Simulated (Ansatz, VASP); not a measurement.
One calculation of InP, two programs

Contents of INCAR:

```
PREC = Accurate
ENCUT = 520
EDIFF = 1E-8
ISMEAR = 0
SIGMA = 0.02
LREAL = False
LASPH = True
NELM = 80
ALGO = Fast
ISIF = 2
LWAVE = False
LCHARG = False
GGA = PE
LEFG = True
```

Contents of KPOINTS:

```
Automatic mesh
0
Gamma
  8 8 8
```

File POSCAR:

```
InP
1.0
    0.0000000000      2.7688340000      2.7688340000
    2.7688340000      0.0000000000      2.7688340000
    2.7688340000      2.7688340000      0.0000000000
In P
1 1
Direct
    0.0000000000      0.0000000000      0.0000000000
    0.5000000000      0.5000000000      0.5000000000
```

File input.yaml:

```yaml
crystal:
  lattice:
    - [0.0, 2.768834, 2.768834]
    - [2.768834, 0.0, 2.768834]
    - [2.768834, 2.768834, 0.0]
  atoms:
    - { symbol: In, position: [0.0, 0.0, 0.0] }
    - { symbol: P, position: [0.5, 0.5, 0.5] }
hamiltonian:
  xc: pbe
  pseudopotentials: { kind: paw }
kpoints:
  mp_grid: { grid: [8, 8, 8] }
scf:
  occupations: { method: gaussian, width: 0.02 }
output:
  forces: true
  stress: true
  eigenvalues: true
```

Measurements of this composition are mostly on another form, of space group No. 216.

Alike in both runs: functional PBE; k mesh 8 × 8 × 8; occupations gaussian, width 0.02 eV; no spin polarisation.

|  | VASP | Ansatz |
| --- | --- | --- |
| version | VASP 6.6.1 | Ansatz 0.2.0 |
| potentials or method | VASP PAW PBE potentials, release 64 (In_d, P) | Ansatz PAW |
| plane-wave cutoff (eV) | 520 | 420 |
| valence electrons in the cell | 18 | 18 |
| task | electric field gradients | single point |

```csv
,VASP,Ansatz,Ansatz less VASP
gap on the k mesh at the Fermi level (eV),none,none,-
pressure (GPa),-0.1,-0.1,+0.03
```

A gap of «none» marks a metal or a gap that the smearing closes.
